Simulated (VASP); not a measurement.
The system is CdSe.

```xyz
2
Lattice="0.0000 2.8740 2.8740 2.8740 0.0000 2.8740 2.8740 2.8740 0.0000" Properties=species:S:1:pos:R:3 pbc="T T T"
Cd    0.0000    0.0000    0.0000
Se    2.8740    2.8740    2.8740
```

Measurements of this composition are mostly on another form, of space group No. 186.

- Program: VASP 6.6.1
- Task: relaxation of cell and atoms
- Functional: PBE
- Dispersion: D3(BJ)
- Potentials or basis: VASP PAW PBE potentials, release 64 (Cd, Se)
- Cutoff: 600 eV
- k mesh: 12 × 12 × 12
- Occupations: gaussian, width 0.1 eV
- Spin: no spin polarisation

At the start: pressure -2.8 GPa; volume 23.74 Å³/atom.

Question: Where does the relaxation end?

Answer: Over 3 steps the energy falls by 9.4 meV/atom and the volume is 22.70 Å³/atom (-4.4 %); space group Fm-3m (No. 225, to 0.05 Å).

The path:
| step | energy change (eV) | largest force (eV/Å) | pressure (GPa) | volume (Å³) |
| --- | --- | --- | --- | --- |
| 1 | 0.0000 | 0.0000 | -2.75 | 47.48 |
| 2 | -0.0166 | 0.0000 | 1.05 | 44.73 |
| 3 | -0.0187 | 0.0000 | 0.00 | 45.39 |

Final structure:
```
Cd Se
1.0
     0.00000    2.83126    2.83126
     2.83126    0.00000    2.83126
     2.83126    2.83126    0.00000
Cd Se
1 1
Direct
  0.00000 0.00000 0.00000
  0.50000 0.50000 0.50000
```

Caveat: pairwise dispersion overbinds metals, which lowers pressure and volume.
